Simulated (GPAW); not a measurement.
Write an ASE script for GPAW 26.7.0 that does the following.

```
Task                : single point
Functional          : TB-mBJ
Potentials or basis : GPAW PAW data sets for LDA (gpaw-data 1.2.1)
Cutoff              : 800 eV
Basis               : pw
k mesh              : 10 × 10 × 10
Occupations         : fermi-dirac, width 0.05 eV
Spin                : no spin polarisation
Maxiter             : 150
```

Crystal: NaF (Villiaumite).

```
Na F
1.0
     0.00000    2.32000    2.32000
     2.32000    0.00000    2.32000
     2.32000    2.32000    0.00000
Na F
1 1
Direct
  0.00000 0.00000 0.00000
  0.50000 0.50000 0.50000
```

The input as run:

run.py

```python
from ase import Atoms
from ase.dft.bandgap import bandgap
from ase.io import write
from gpaw import GPAW, PW

atoms = Atoms(['Na', 'F'],
              cell=[[0.0, 2.32, 2.32],
                    [2.32, 0.0, 2.32],
                    [2.32, 2.32, 0.0]],
              scaled_positions=[[0.0, 0.0, 0.0],
                                [0.5, 0.5, 0.5]],
              pbc=True)

calc = GPAW(mode=PW(800),
            xc='TB09',
            kpts={'size': (10, 10, 10), 'gamma': True},
            occupations={'name': 'fermi-dirac', 'width': 0.05},
            nbands=15,
            convergence={'density': 1e-05, 'energy': 1e-05},
            eigensolver='cg',
            maxiter=150,
            txt='gpaw.txt')
atoms.calc = calc
energy = atoms.get_potential_energy()
calc.write('gs.gpw')
write('result.traj', atoms)
print('Fermi level:', round(calc.get_fermi_level(), 4), 'eV')
print(f'Gap: {bandgap(calc)[0]:.4f} eV, direct: {bandgap(calc, direct=True)[0]:.4f} eV')
```

Potentials or basis: GPAW PAW data sets for LDA (gpaw-data 1.2.1), pw.

Command:

```sh
$ OMP_NUM_THREADS=1 python run.py
```

It gave:

```
Band gap on the k mesh : 10.83 eV, direct
```

Caveat: a model potential gives levels but no total energy.

It took 110 s on 1 thread of Arm Neoverse V2 (shared host), peak memory 0.22 GiB.
